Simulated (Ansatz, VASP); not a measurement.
**SnTe: VASP beside Ansatz**

Contents of INCAR:

```
PREC     = Accurate       # precision mode
ENCUT    = 520            # plane-wave cutoff, eV
EDIFF    = 1E-7           # SCF threshold, eV
ISMEAR   = -1             # smearing method
SIGMA    = 0.05           # smearing width, eV
LREAL    = False          # projectors in reciprocal space
LASPH    = True           # aspherical terms in the spheres
NELM     = 100            # most SCF steps
ALGO     = Normal         # electronic algorithm
ISIF     = 2              # what is computed and relaxed
LWAVE    = False          # write WAVECAR
LCHARG   = False          # write CHGCAR
GGA      = PS             # functional
IVDW     = 13             # dispersion correction
NBANDS   = 17             # bands
```

File KPOINTS:

```
Automatic mesh
0
Gamma
  7 7 7
```

File POSCAR:

```
SnTe
1.0
    0.0000000000      3.1508500000      3.1508500000
    3.1508500000      0.0000000000      3.1508500000
    3.1508500000      3.1508500000      0.0000000000
Te Sn
1 1
Direct
    0.5000000000      0.5000000000      0.5000000000
    0.0000000000      0.0000000000      0.0000000000
```

File input.yaml:

```yaml
crystal:
  lattice:
    - [0.0, 3.15085, 3.15085]
    - [3.15085, 0.0, 3.15085]
    - [3.15085, 3.15085, 0.0]
  atoms:
    - { symbol: Te, position: [0.5, 0.5, 0.5] }
    - { symbol: Sn, position: [0.0, 0.0, 0.0] }
hamiltonian:
  xc: pbesol
  pseudopotentials: { kind: paw }
  dispersion: d4
kpoints:
  mp_grid: { grid: [7, 7, 7] }
scf:
  occupations: { method: fermi_dirac, width: 0.05 }
output:
  forces: true
  stress: true
  eigenvalues: true
```

Alike in both runs: task single point; functional PBEsol; dispersion D4; k mesh 7 × 7 × 7; occupations fermi-dirac, width 0.05 eV; no spin polarisation.

|  | VASP | Ansatz |
| --- | --- | --- |
| version | VASP 6.6.1 | Ansatz 0.2.0 |
| potentials or method | VASP PAW PBE potentials, release 64 (Te, Sn_d) | Ansatz PAW |
| plane-wave cutoff (eV) | 520 | 420 |
| valence electrons in the cell | 20 | 30 |

```tsv
	VASP	Ansatz	Ansatz less VASP
gap on the k mesh at the Fermi level (eV)	0.66	0.66	+0.001
least direct gap on the mesh (eV)	0.66	0.66	+0.001
pressure (GPa)	-1.6	-1.6	-0.01
dispersion energy (meV/atom)	-253.0	-253.2	-0.22
```

The two sets of potentials don't hold the same shells in valence.

Caveats: the PAW data sets were made with another functional, which shifts forces and pressure a little (VASP); the PAW data sets come from PBE, with cores solved anew for the run's functional, which leaves a small shift of forces and pressure (Ansatz). The runs have no spin-orbit coupling, so splittings on Te are missing.
